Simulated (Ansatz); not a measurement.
# C: short molecular dynamics at 800 K

Theory: DFT PBE+D3(BJ), scalar-relativistic, plane waves, PAW (Ansatz). Settings: plane waves to 420 eV, k-mesh 2×2×2 (shifted by 0.5, 0.5, 0.5 steps), Fermi–Dirac smearing 0.069 eV. The mesh is coarse. No spin polarisation.

18 atoms, starting at 1.02 times the perfect crystal's volume (space group R-3m, the cell as given, not relaxed at this level); Langevin thermostat and barostat at 800 K (friction 0.05 fs⁻¹), target pressure 0 GPa; 150 steps of 4 fs. The run is short and not equilibrated. The steps keep the starting cell's plane waves. The time step is on the long side.

First frame:

```
CELL_PARAMETERS angstrom
1.23616 3.56848 -3.36918
-2.47232 -2.85479 -3.36918
-4.94464 2.85479 3.36918
ATOMIC_POSITIONS crystal
C 0.78133 0.44800 0.72133
C 0.11467 0.44800 0.05467
C 0.44800 0.44800 0.38800
C 0.78133 0.11467 0.38800
C 0.11467 0.11467 0.72133
C 0.44800 0.11467 0.05467
C 0.78133 0.78133 0.05467
C 0.11467 0.78133 0.38800
C 0.44800 0.78133 0.72133
C 0.88533 0.55200 0.94533
C 0.21867 0.55200 0.27867
C 0.55200 0.55200 0.61200
C 0.88533 0.21867 0.61200
C 0.21867 0.21867 0.94533
C 0.55200 0.21867 0.27867
C 0.88533 0.88533 0.27867
C 0.21867 0.88533 0.61200
C 0.55200 0.88533 0.94533
```

| Item | Value |
| --- | --- |
| Mean temperature over the second half | 710 K |
| Mean pressure over the second half (kinetic part included) | 0.1 GPa |
| Mean potential energy above the perfect crystal (as given, at volume ratio 1; besides heat the difference comes from the volume, 2 % larger, and the crystal's own forces of up to 0.80 eV/Å and pressure of 3.0 GPa; its own run had another smearing, without effect beside its gap) | 95 meV/atom |
| Mean volume over the second half | 8.89 Å³/atom |
| Mean-square drift of C from first to last step (mean shift of all atoms removed) | 0.01 Å² |

Pair distribution functions g(r), second half of the run, up to half the cell's height:

| r (Å) | C-C |
| --- | --- |
| 1.25 | 0.0 |
| 1.35 | 3.0 |
| 1.45 | 6.8 |
| 1.55 | 0.6 |
| 1.65 | 0.0 |
| 1.75 | 0.0 |
| 1.85 | 0.0 |
| 1.95 | 0.0 |
| 2.05 | 0.0 |
| 2.15 | 0.0 |
| 2.25 | 0.0 |
| 2.35 | 0.7 |

Along the run (potential energy from its first value; pressure with the kinetic part):

```tsv
t (fs)	T (K)	ΔE_pot (meV/atom)	P (GPa)
0.0	756	0.0	-1.7
24.0	667	73.6	1.1
48.0	770	88.2	5.3
72.0	799	104.3	6.7
96.0	709	75.8	5.4
120.0	895	76.1	3.9
144.0	531	74.8	2.5
168.0	641	75.2	5.9
192.0	728	103.7	7.1
216.0	697	112.4	4.8
240.0	641	75.6	2.5
264.0	587	75.0	-0.5
288.0	541	85.6	-2.4
312.0	837	89.4	-2.7
336.0	940	53.1	-2.8
360.0	614	94.6	-1.1
384.0	748	69.7	-1.6
408.0	717	78.1	-2.5
432.0	507	106.9	-1.1
456.0	580	95.0	1.4
480.0	668	96.5	1.5
504.0	717	98.8	1.0
528.0	680	128.8	-0.2
552.0	792	98.8	1.4
576.0	608	88.4	2.6
600.0	491	97.2	4.2
```

Cost: 1 run of about 5.1 core-minutes (earlier runs that led there not counted), on Intel Xeon 6975P-C (Granite Rapids) (shared hosts).